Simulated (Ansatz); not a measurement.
Sb in Ansatz: the effect of functional

Sb:

```
CELL_PARAMETERS angstrom
3.08020 0.00000 0.00000
0.00000 4.28876 0.00000
-0.03839 0.00000 4.34631
ATOMIC_POSITIONS crystal
Sb 0.01139 0.25000 0.24117
Sb 0.98861 0.75000 0.75883
```

This isn't the form of Sb at room conditions, which is rhombohedral.

The cell isn't the ideal one: volume scaled by 0.96.

Alike in all runs:

```yaml
Program: Ansatz 0.2.0
Task: single point
Potentials_or_basis: Ansatz PAW
k_mesh: 9 × 6 × 6
Occupations: fermi-dirac, width 0.05 eV
Spin: no spin polarisation
```

```tsv
functional	cutoff	pressure (GPa)	largest force (eV/Å)
LDA	420 eV (not typed: the program's choice for these potentials)	-1.2	0.08
PBEsol	420 eV (not typed: the program's choice for these potentials)	?	?
r2SCAN	500 eV (not typed: the program's choice for these potentials)	1.6	0.10
```

Q: What does the run with functional PBEsol give?

A: Pressure 0.1 GPa; largest force 0.10 eV/Å.

Caveats: the PAW data sets come from PBE, with cores solved anew for the run's functional, which leaves a small shift of forces and pressure.

Runs at the PBE level aren't shown here.
